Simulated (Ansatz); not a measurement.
Structure optimisation: beryllium, omega (AlB2-type)

The calculation used DFT, revPBE, plane waves (420 eV) with PAW, scalar-relativistic in Ansatz. (PAW data from PBE, frozen cores regenerated.)

k-point mesh 10×10×14, Fermi-Dirac smearing 0.1 eV, no spin polarisation. Cell and atoms relax.

Starting structure:

```
CELL_PARAMETERS angstrom
3.57902 0.00000 0.00000
-1.78951 3.09953 0.00000
0.00000 0.00000 2.19394
ATOMIC_POSITIONS crystal
Be 0.00000 0.00000 0.00000
Be 0.33333 0.66667 0.50000
Be 0.66667 0.33333 0.50000
```

Question: What cell does the relaxation end in?

Answer: P6/mmm with a = 3.595 Å, c = 2.213 Å (c/a = 0.616); 8.26 Å³ per atom against 8.11 at the start (1.8 %).

Question: How much energy does the relaxation gain?

Answer: 0.9 meV per atom.
